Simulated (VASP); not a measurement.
Here is a VASP 6.6.1 calculation.

Contents of INCAR:

```
SYSTEM = Ba
  PREC = Accurate
  ENCUT = 520
  EDIFF = 1E-6
  ISMEAR = 1
  SIGMA = 0.1
  LREAL = .FALSE.
  LASPH = .TRUE.
  NELM = 150
  ALGO = Normal
  ISIF = 2
  LWAVE = .FALSE.
  LCHARG = .TRUE.
  MAGMOM = 0 0 0
  LORBIT = 11
  LSORBIT = .TRUE.
  GGA_COMPAT = .FALSE.
  LORBMOM = .TRUE.
  GGA = B5
  ALDAX = 1.0
  AGGAX = 1.0
  AGGAC = 1.0
  ALDAC = 0.0
  LVHAR = .TRUE.
  NBANDS = 21
```

Contents of KPOINTS:

```
Automatic mesh
0
G
  5 5 5
  0 0 0
```

The input POSCAR:

```
Ba
1.0
    3.6368867978      0.0000000000      0.0000000000
    0.0000000000      3.6368867978      0.0000000000
    0.0000000000      0.0000000000      3.6368867978
Ba
1
Direct
    0.0000000000      0.0000000000      0.0000000000
```

Potentials or basis: VASP PAW PBE potentials, release 64 (Ba_sv).

The run is started by

```sh
$ cat potpaw_PBE.64/Ba_sv/POTCAR > POTCAR
$ mpirun -np 1 vasp_ncl > vasp.out
```

(1) Estimate the pressure.

(2) Estimate the net moment.

Answers

(1) 4.9 GPa.

(2) 0.00 μB per cell.

Caveat: the PAW data sets were made with another functional, which shifts forces and pressure a little.
